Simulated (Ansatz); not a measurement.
# How well the gap of K4I3Br (ordered model alloy, started on the KBr lattice) (Cmmm) can be computed, part 2 of 2

Wanted: the gap of K4I3Br (ordered model alloy, started on the KBr lattice) (Cmmm) by functionals, hybrids and G0W0, carried to the basis limit, with what remains uncertain.

Ansatz 0.2.0; density functionals, hybrids, G0W0, plane waves, PAW. Known limits of the many-body steps: not at the basis limit; no spin-orbit coupling.

So far. Step 4 (HSE06): The gap stands +1.40 eV against LDA. Step 5 (G0W0, 2×2×2 mesh, 272 empty bands, screening to 34 eV …): The gap on the mesh goes from 3.76 eV to 5.63 eV, a correction of +1.86 eV. Between the two edge states, bare exchange in place of the xc potential would open the gap by 7.13 eV, and correlation takes back 5.27 eV.

**6. G0W0, 2×2×2 mesh, 1077 empty bands, screening to 85 eV, PAW set soft_1 files**

Level of this step: G0W0 on LDA, plane waves, PAW; PAW set soft_1 (Ansatz).

Bands and screening cutoff are moved together, since each hides the error of the other.

Input file input.yaml:

```yaml
crystal:
  lattice:
    - [0.0021759663, 6.7141101044, 6.7137344387]
    - [6.7141101044, 0.0021759663, 6.7137344387]
    - [6.7162860707, 6.7162860707, 0.0]
  atoms:
    - { symbol: K, position: [0.0, 0.0, -0.0122916223] }
    - { symbol: K, position: [0.0, 0.0, 0.5122916223] }
    - { symbol: K, position: [0.0063358432, 0.5063358432, -0.0063358432] }
    - { symbol: K, position: [-0.0063358432, 0.4936641568, 0.5063358432] }
    - { symbol: K, position: [0.5063358432, 0.0063358432, -0.0063358432] }
    - { symbol: K, position: [0.4936641568, -0.0063358432, 0.5063358432] }
    - { symbol: K, position: [0.5, 0.5, -0.0122916223] }
    - { symbol: K, position: [0.5, 0.5, 0.5122916223] }
    - { symbol: I, position: [0.25, 0.25, 0.25] }
    - { symbol: I, position: [0.25, 0.25, 0.75] }
    - { symbol: I, position: [0.25, 0.75, 0.25] }
    - { symbol: Br, position: [0.25, 0.75, 0.75] }
    - { symbol: I, position: [0.75, 0.25, 0.25] }
    - { symbol: Br, position: [0.75, 0.25, 0.75] }
    - { symbol: I, position: [0.75, 0.75, 0.25] }
    - { symbol: I, position: [0.75, 0.75, 0.75] }
kpoints:
  mp_grid: { grid: [2, 2, 2] }
hamiltonian:
  xc: lda
  pseudopotentials: { kind: paw, azcp: { folder: soft_1 }, xc_functional: pbe }
scf:
  occupations: { method: fixed }
gw:
  n_empty_bands: 1077
  ecut_chi: 85.0
  qp_bands: [v4, c4]
  qp_kpoints: band_edges
  screening: { model: contour_deformation }
```

Command:

```sh
$ ansatz run input.yaml --threads 4 --pin off --max-ram 17510MiB --backend cpu --events-out ev --progress --plain --runs-dir out
```

Numbers of over 12 decimals in the logs are rounded to 6 here.

What it wrote:

```text
[...]
Crystal: 16 atoms, lattice volume = 605.300 Å³
Basis set: ecut = 420 eV, 11791 PW (Γ)
Bands: 113, of which v1, the nominal top of the filled ones, is band 94 counted from 1 (93 counted from 0)
Symmetry: 16 space group operations
[...]
k-points: 5 of 8
[...]
SCF iter   1: F=—  HF=-61527.403851 eV  |F-HF|=—  |Δ(HF+E_count)|=         —  Δρ=4.27e-2  dr2=2.10e1  ethr=3.10e-3  ⟨swp⟩=5.4  Hψ=1755  notcnv=0  defer=76
[...]
SCF iter   8: F=-61518.236316 eV  HF=-61518.236316 eV  |F-HF|=6.31e-8  |Δ(HF+E_count)|=   5.42e-7  Δρ=2.85e-6  dr2=5.17e-8  ethr=5.32e-11  ⟨swp⟩=22.0  Hψ=4415  notcnv=0
SCF 1 converged in 8 iterations: F = -61518.236316 eV  dr2 = 5.17e-8
[...]
G₀W₀ screening: q 1/5
[... further progress lines ...]
[...]
SCF converged after 8 iterations
Free energy (F): -61518.236316 eV
[...]
Internal energy: -61518.236316 eV  (E = F + TS)
E sigma→0 (E₀):  -61518.236316 eV
Fermi energy:    2.803343 eV
[...]
--- Band table (eV; the first three rows and the last of 5) ---
  k-point 0: bands = [... 90 lower, 2.4600, 2.7160, 2.7624, 2.8033, 6.5661, 7.3324, 7.3458, 7.3480, ... 15 higher]
  k-point 1: bands = [... 90 lower, 2.3833, 2.4435, 2.6390, 2.6955, 7.6908, 7.8438, 8.1344, 8.2174, ... 15 higher]
  k-point 2: bands = [... 90 lower, 2.4979, 2.4979, 2.5748, 2.5748, 7.7300, 7.7300, 8.1831, 8.1831, ... 15 higher]
  k-point 4: bands = [... 90 lower, 2.3652, 2.4790, 2.4814, 2.6583, 7.8413, 7.9716, 8.0671, 8.1750, ... 15 higher]
[...]
bands read: the sum over 1171 bands ends inside a degenerate multiplet in 2 slots, whose members it reads at an even weight; the widest, k=2: bands 1171 to 1172 (counted from 1) at 1/2 each
[...]
0    91      2.4600   -17.0412     1.7581   -14.0604  0.7969     1.2157     1.2373  root
     0    92      2.7160   -17.6505     1.7060   -14.7558  0.8004     1.5086     1.5274  root
     0    93      2.7624   -17.5719     1.6910   -14.6978  0.8003     1.5606     1.5794  root
     0    94      2.8033   -17.5182     1.6831   -14.6550  0.8001     1.6046     1.6233  root
     0    95      6.5661    -4.8058    -3.2644    -9.0758  0.8433     7.5817     7.5715  root
     0    96      7.3324    -3.5430    -3.2047    -7.7960  0.8401     8.3926     8.3807  root
     0    97      7.3458    -3.5165    -3.2050    -7.7717  0.8403     8.4080     8.3960  root
     0    98      7.3480    -3.5167    -3.2033    -7.7688  0.8403     8.4086     8.3968  root
     1    91      2.3833   -17.2430     1.7251   -14.3072  0.7995     1.1524     1.1727  root
     1    92      2.4435   -17.0364     1.7536   -14.0593  0.7971     1.1985     1.2201  root
     1    93      2.6390   -17.2217     1.6843   -14.3496  0.7995     1.4319     1.4512  root
     1    94      2.6955   -17.1847     1.6963   -14.2982  0.7986     1.4857     1.5054  root
     1    95      7.6908    -4.9999    -3.3114    -9.3519  0.8373     8.7435     8.7313  root
     1    96      7.8438    -4.9240    -3.3261    -9.2783  0.8362     8.8839     8.8721  root
     1    97      8.1344    -4.0625    -3.2962    -8.4190  0.8351     9.2078     9.1947  root
     1    98      8.2174    -4.0054    -3.3487    -8.4531  0.8355     9.3308     9.3164  root
     2    91      2.4979   -17.2368     1.7313   -14.2981  0.7986     1.2702     1.2906  root
     2    92      2.4979   -17.2368     1.7313   -14.2981  0.7986     1.2702     1.2906  root
     2    93      2.5748   -17.1724     1.7134   -14.2586  0.7986     1.3544     1.3745  root
     2    94      2.5748   -17.1724     1.7134   -14.2586  0.7986     1.3544     1.3745  root
     2    95      7.7300    -4.9130    -3.3109    -9.2619  0.8370     8.7800     8.7679  root
     2    96      7.7300    -4.9130    -3.3109    -9.2619  0.8370     8.7800     8.7679  root
     2    97      8.1831    -4.0344    -3.3315    -8.4531  0.8355     9.2842     9.2702  root
     2    98      8.1831    -4.0344    -3.3315    -8.4531  0.8355     9.2842     9.2702  root
[...]
4    91      2.3652   -17.6124     1.8941   -14.4647  0.7955     1.0888     1.1117  root
     4    92      2.4790   -17.3709     1.7064   -14.4538  0.8007     1.2485     1.2683  root
     4    93      2.4814   -17.3765     1.7060   -14.4600  0.8008     1.2511     1.2709  root
     4    94      2.6583   -17.1704     1.7240   -14.2433  0.7978     1.4347     1.4551  root
     4    95      7.8413    -3.7535    -3.3240    -8.1906  0.8366     8.9685     8.9543  root
     4    96      7.9716    -5.2521    -3.4103    -9.8027  0.8358     9.1270     9.1119  root
     4    97      8.0671    -5.4411    -3.4393   -10.0142  0.8344     9.2156     9.2008  root
     4    98      8.1750    -3.4677    -3.3499    -7.9643  0.8379     9.3372     9.3217  root
```

It took 15 min on 4 threads of Arm Neoverse V1, shared host; peak memory 13 GiB.

This step gave:

```
bands summed                                 : 1171
RPA ε∞ on this mesh (eigenvalues)            : 2.887, 2.887, 2.895
plane waves in the screening matrix          : 1067
q-points in the mesh                         : 8
G0W0 gap on the mesh                         : 5.948 eV
k of the valence top                         : 0, 0, 0
k of the conduction bottom                   : 0, 0, 0
starting gap on the mesh                     : 3.763 eV
Z at the valence top                         : 0.8001
Z at the conduction bottom                   : 0.8433
least direct G0W0 gap on the computed points : 5.948 eV
```

Against the run with 2×2×2 mesh, 272 empty bands, screening to 34 eV, PAW set soft_1 files, the gap moves by +0.32 eV.

Limits: finite bands, cutoff and mesh; no spin-orbit coupling. v1 is the top filled band, c1 the lowest empty one. Levels before and after the correction, in eV, zero at the valence-band top of each column:

|  | conduction bottom | valence top |
| --- | --- | --- |
| Kohn-Sham | 3.76 | 0.00 |
| G0W0 | 5.95 | 0.00 |

|  | level | occupation | energy (eV) |
| --- | --- | --- | --- |
| Kohn-Sham | Γ v4 | 2 | -0.343 |
| Kohn-Sham | Γ v3 | 2 | -0.087 |
| Kohn-Sham | Γ v2 | 2 | -0.041 |
| Kohn-Sham | Γ v1 | 2 | 0.000 |
| Kohn-Sham | Γ c1 | 0 | 3.763 |
| Kohn-Sham | Γ c2 | 0 | 4.529 |
| Kohn-Sham | Γ c3-c4 | 0 | 4.542 |
| G0W0 | Γ v4 | 2 | -0.386 |
| G0W0 | Γ v3 | 2 | -0.096 |
| G0W0 | Γ v2 | 2 | -0.044 |
| G0W0 | Γ v1 | 2 | 0.000 |
| G0W0 | Γ c1 | 0 | 5.948 |
| G0W0 | Γ c2 | 0 | 6.757 |
| G0W0 | Γ c3-c4 | 0 | 6.773 |

How the two edges are built up, in eV (the quasiparticle level is the starting level plus Σx plus Σc less Vxc):

| run | edge | start | Σx | Σc | Vxc | Z | QP |
| --- | --- | --- | --- | --- | --- | --- | --- |
| 366 bands | valence top | 2.80 | -17.52 | 2.18 | -14.65 | 0.81 | 2.12 |
| 366 bands | conduction bottom | 6.57 | -4.81 | -3.09 | -9.08 | 0.84 | 7.74 |
| 1171 bands | valence top | 2.80 | -17.52 | 1.68 | -14.65 | 0.80 | 1.62 |
| 1171 bands | conduction bottom | 6.57 | -4.81 | -3.26 | -9.08 | 0.84 | 7.57 |

**7. The ladder**

Times are wall times on 4 threads of Arm Neoverse V1, shared host, good to a factor of about two. G0W0 rows are gaps on the mesh, lowered by the amount that the mesh misses the start's edges, a rough step that assumes the same correction there.

| level | gap (eV) | least direct gap (eV) | time |
| --- | --- | --- | --- |
| LDA | 3.76 | 3.76 | 45 s |
| r2SCAN | 4.79 | 4.79 | 53 s |
| HSE06 | 5.17 | 5.17 | 3.9 min |
| G0W0@LDA (272 empty bands) | 5.63 | - | 1.9 min |
| G0W0@LDA (1077 empty bands) | 5.95 | - | 15 min |

**8. Adding up the best estimate**

| term | eV | running total (eV) |
| --- | --- | --- |
| G0W0 on the mesh, top rung | 5.948 | 5.948 |
| to the limit, by a line in one over the bands through the two top rungs | +0.147 | 6.095 |

**9. What came out**

| Property | Result |
| --- | --- |
| LDA gap | 3.76 eV, in a supercell, where edges may be folded |
| HSE06 | 5.17 eV |
| G0W0, top rung on the mesh | 5.95 eV |
| best estimate, G0W0@LDA | 6.09 eV |
| GW settings of the top rung | 2×2×2 mesh, 1077 empty bands, screening to 85 eV, PAW set soft_1 files |
| known limits | one-shot GW, static lattice; one k mesh, untested; no spin-orbit coupling |

What this shows: The best estimate for G0W0@LDA is 6.09 eV, in a supercell, where edges may be folded, against 3.76 eV at the start. The limit rests on the two highest rungs, unchecked by another pair. Among the functionals HSE06 comes nearest: −0.93 eV from the estimate. All runs took 22 min, 75 % of it in G0W0. The many-body steps are scalar-relativistic: spin-orbit coupling is not in them.

[Paths, hosts, dates, memory and timing lines, banners, echoed tables and standing remarks are left out of the program output.]

[Logs are printed without paths, hosts, clocks, repeated set-up lines and the standing remarks that a program may print on its own settings, such as how far it seeks lower states.]

[Runs of the session that timed out or met a known fault of the program may be left out.]

[Cells called generated may have been cut or substituted from an entry of the Crystallography Open Database or the Materials Project.]

[Hosts, paths, dates, database ids (printed as entryN), source tags and the programs' standing remarks are cut or masked in the printed files.]
